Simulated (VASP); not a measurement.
# MgS (I4/mmm) in VASP: electric field gradients with PBE

Aim: the electric field gradients of MgS with PBE.

Everything below comes from runs of VASP 6.6.1. Logs are shortened: lines on timing, memory, paths and dates and some standing lists are left out, and cuts for length are marked.

## (1) The cell of the first run

The structure is tetragonal, space group I4/mmm (No. 139). The conventional cell has a = 3.608 Å, b = 3.608 Å, c = 5.411 Å, α = 90.00°, β = 90.00°, γ = 90.00°. Mg (site symmetry 4/mmm) has 6 S at 2.55 to 2.71 Å as nearest neighbours. S (site symmetry 4/mmm) is surrounded by 6 Mg at 2.55 to 2.71 Å.

## (2) Electric field gradients, PBE (z stretched by +4 % at fixed volume)

INCAR

```
  PREC = Accurate
  ENCUT = 520
  EDIFF = 1E-8
  ISMEAR = -1
  SIGMA = 0.03
  LREAL = F
  LASPH = T
  NELM = 100
  ALGO = Normal
  ISIF = 2
  LWAVE = F
  LCHARG = F
  GGA = PE
  LEFG = T
  NBANDS = 11
```

KPOINTS

```
regular mesh
0
Gamma
  10 10 10
```

POSCAR

```
MgS
1.0
    0.0000000000      2.5511277149      2.7057160000
    2.5511277149      0.0000000000      2.7057160000
    2.5511277149      2.5511277149      0.0000000000
Mg S
1 1
Direct
    0.0000000000      0.0000000000      0.0000000000
    0.5000000000      0.5000000000      0.5000000000
```

Potentials or basis: VASP PAW PBE potentials, release 64 (Mg, S).

On the command line:

```console
$ cat potpaw_PBE.64/Mg/POTCAR potpaw_PBE.64/S/POTCAR > POTCAR
$ mpirun -np 1 vasp_std > vasp.out
```

OUTCAR:

```text
PREC = Accurate
   ENCUT = 520
   EDIFF = 1E-8
   ISMEAR = -1
   LREAL = F
   LASPH = T
   NELM = 100
   ISIF = 2
   GGA = PE

 ion  position               nearest neighbor table
   1  0.000  0.000  0.000-   2 2.55   2 2.55   2 2.55   2 2.55   2 2.71   2 2.71
   2  0.500  0.500  0.500-   1 2.55   1 2.55   1 2.55   1 2.55   1 2.71   1 2.71

  LATTYP: Found a body centered tetragonal cell.
 ALAT       =     3.6078394138
 C/A-ratio  =     1.4999093306

  Lattice vectors:

 A1 = (  -2.5511277149,   0.0000000000,   2.7057160000)
 A2 = (   2.5511277149,   0.0000000000,   2.7057160000)
 A3 = (   0.0000000000,   2.5511277149,  -2.7057160000)

Analysis of symmetry for initial positions (statically):
=====================================================================
 Subroutine PRICEL returns:
 Original cell was already a primitive cell.

 Routine SETGRP: Setting up the symmetry group for a
 body centered tetragonal supercell.

 Subroutine GETGRP returns: Found 16 space group operations
 (whereof 16 operations were pure point group operations)
 out of a pool of 16 trial point group operations.

The static configuration has the point symmetry D_4h.

Analysis of symmetry for dynamics (positions and initial velocities):
=====================================================================
 Subroutine PRICEL returns:
 Original cell was already a primitive cell.

 Routine SETGRP: Setting up the symmetry group for a
 body centered tetragonal supercell.

 Subroutine GETGRP returns: Found 16 space group operations
 (whereof 16 operations were pure point group operations)
 out of a pool of 16 trial point group operations.

The dynamic configuration has the point symmetry D_4h.

 Subroutine INISYM returns: Found 16 space group operations
 (whereof 16 operations are pure point group operations),
 and found     1 'primitive' translations

----------------------------------------------------------------------------------------

                                     Primitive cell

  volume of cell :      35.2190

[... 132 lines left out ...]
  free energy    TOTEN  =        -8.47673624 eV

  energy without entropy =       -8.47673624  energy(sigma->0) =       -8.47673624

 E-fermi :   4.4268     XC(G=0):  -9.6831

 val. band max:        3.8613311146   @ k =   0.0000   0.0000   0.0000
 cond. band min:       6.4223921320   @ k =   0.5000   0.0000   0.5000
 fundamental gap:      2.5610610174
 Fermi energy:         4.4268482775

 k-point     1 :       0.0000    0.0000    0.0000
  band No.  band energies     occupation
      1      -8.9531      2.00000
      2       3.6403      2.00000
      3       3.6403      2.00000
      4       3.8613      2.00000
      5       7.4300      0.00000
      6      11.2895      0.00000
      7      11.9020      0.00000
      8      11.9020      0.00000
      9      13.6479      0.00000
     10      14.4712      0.00000
     11      15.8804      0.00000
[... 309 lines left out ...]
 k-point    24 :       0.4000    0.3000    0.0000
  band No.  band energies     occupation
      1      -7.7828      2.00000
      2       0.1724      2.00000
      3       2.1418      2.00000
      4       2.4949      2.00000
      5       7.7874      0.00000
      6       9.0738      0.00000
      7      13.0284      0.00000
      8      14.4715      0.00000
      9      15.9635      0.00000
     10      17.0356      0.00000
     11      19.9622      0.00000

 [... further k-points ...]

------------------------ aborting loop because EDIFF is reached ----------------------------------------

  FORCE on cell =-STRESS in cart. coord.  units (eV):
  Direction    XX          YY          ZZ          XY          YZ          ZX
  --------------------------------------------------------------------------------------
  -------------------------------------------------------------------------------------
  Total        0.7296931      0.7296931     -0.5331132      0.0000000      0.0000000      0.0000000
  in kB       33.1951163     33.1951163    -24.2523269      0.0000000      0.0000000      0.0000000
  external PRESSURE =      14.0459686 kB  Pullay stress =       0.0000000 kB

 VOLUME and BASIS-vectors are now :
 -----------------------------------------------------------------------------
  energy-cutoff  :      520.00
  volume of cell :       35.22
      direct lattice vectors                 reciprocal lattice vectors
     0.000000000  2.551127715  2.705716000    -0.195991756  0.195991756  0.184793970
     2.551127715  0.000000000  2.705716000     0.195991756 -0.195991756  0.184793970
     2.551127715  2.551127715  0.000000000     0.195991756  0.195991756 -0.184793970

 POSITION                                       TOTAL-FORCE (eV/Angst)
 -----------------------------------------------------------------------------------
      0.00000      0.00000      0.00000         0.000000      0.000000      0.000000
      2.55113      2.55113      2.70572        -0.000000      0.000000      0.000000
 -----------------------------------------------------------------------------------
    total drift:                                0.000000      0.000000      0.000000

  FREE ENERGIE OF THE ION-ELECTRON SYSTEM (eV)
  ---------------------------------------------------
  free  energy   TOTEN  =        -8.4767362421 eV

  energy  without entropy=       -8.4767362421  energy(sigma->0) =       -8.47673624

 Electric field gradients (V/A^2)
---------------------------------------------------------------------
 ion       V_xx      V_yy      V_zz      V_xy      V_xz      V_yz
---------------------------------------------------------------------
   1      -4.572    -4.572     9.145     0.000    -0.000    -0.000
   2      -2.093    -2.093     4.185    -0.001    -0.000    -0.000
---------------------------------------------------------------------

 Electric field gradients after diagonalization (V/A^2)
 (convention: |V_zz| > |V_xx| > |V_yy|)
----------------------------------------------------------------------
 ion       V_xx      V_yy      V_zz     asymmetry (V_yy - V_xx)/ V_zz
----------------------------------------------------------------------
   1      -4.572    -4.572     9.145       0.000
   2      -2.093    -2.092     4.185       0.000
----------------------------------------------------------------------

           NMR quadrupolar parameters

 Cq : quadrupolar parameter    Cq=e*Q*V_zz/h
 eta: asymmetry parameters     (V_yy - V_xx)/ V_zz
 Q  : nuclear electric quadrupole moment in mb (millibarn)
----------------------------------------------------------------------
 ion       Cq(MHz)       eta       Q (mb)
----------------------------------------------------------------------
   1       0.022       0.000       1.000
   2       0.010       0.000       1.000
----------------------------------------------------------------------
```

stdout:

```text
POSCAR found type information on POSCAR MgS
 POSCAR found :  2 types and       2 ions
 scaLAPACK will be used
 LDA part: xc-table for (Slater+PW92), standard interpolation
 POSCAR, INCAR and KPOINTS ok, starting setup
 FFT: planning ... GRIDC
 FFT: planning ... GRID_SOFT
 FFT: planning ... GRID
 WAVECAR not read
 entering main loop
ion   1

ion   2
```

Run time: 57 s. Hardware: 1 thread of Intel Xeon Platinum 8488C (Sapphire Rapids), shared host; peak memory 0.18 GiB.

Results:

- Free energy: -8.4767 eV
- Pressure: 1.4 GPa
- Band gap on the k mesh: 2.56 eV, indirect (least direct gap 3.57 eV)

Stress tensor (GPa, compression positive):
```
 3.32  0.00  0.00
 0.00  3.32  0.00
 0.00  0.00 -2.43
```

Levels at points of the mesh, in eV from the valence-band top:
```csv
k point,band 2,band 3,band 4,band 5,band 6,band 7
"(0.00, 0.00, 0.00)",-0.22,-0.22,0.00,3.57,7.43,8.04
"(0.50, 0.00, 0.00)",-4.97,-0.83,-0.65,4.36,6.55,7.09
"(0.50, 0.50, 0.00)",-4.37,-1.65,-1.65,2.89,4.39,11.44
"(0.50, 0.00, 0.50)",-4.31,-2.16,-1.65,2.56,4.21,12.04
```

Electric field gradients, principal values (V/Å²):
```
atom     Vxx     Vyy    Vzz
1 Mg  -4.572  -4.572  9.145
 2 S  -2.092  -2.093  4.185
```

A k mesh can miss the band edges.
